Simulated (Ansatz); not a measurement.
**Pb: elastic constants from stress and strain**

```
CELL_PARAMETERS angstrom
0.00000 2.46980 2.46980
2.46980 0.00000 2.46980
2.46980 2.46980 0.00000
ATOMIC_POSITIONS crystal
Pb 0.00000 0.00000 0.00000
```

Structure: COD 9012959, as refined from experiment and not relaxed. It is an old determination, and later ones may differ.

Spin–orbit coupling is left out, though it moves levels of the heavy atoms by tenths of an eV or more.

Method: Ansatz 0.2.0, DFT, PBE, all-electron LAPW, scalar-relativistic.

Settings: a Γ-centred 13×13×13 k mesh, Fermi–Dirac smearing of 0.08 eV, basis error target 0.25 meV/atom, no spin polarisation.

The unstrained cell is at 2.77 GPa. Large strains and very small stresses are left out. Each strain is applied once, with fractional coordinates held (clamped ions), and σ below is the change of stress, positive in tension. One finite strain gives stress–strain coefficients at this pressure with an error of the order of the strain times third-order constants, a few per cent for each per cent of strain. In a metal the k mesh adds noise of tens of per cent to soft shears.

Task: Estimate the stiffness probed by this change, and the stress that it gives: z strained by +3 % at fixed volume.

Result: σzz − σxx = 0.60 GPa and εzz − εxx = 0.0447, so C11 − C12 = (σzz − σxx)/(εzz − εxx) = 13 GPa.
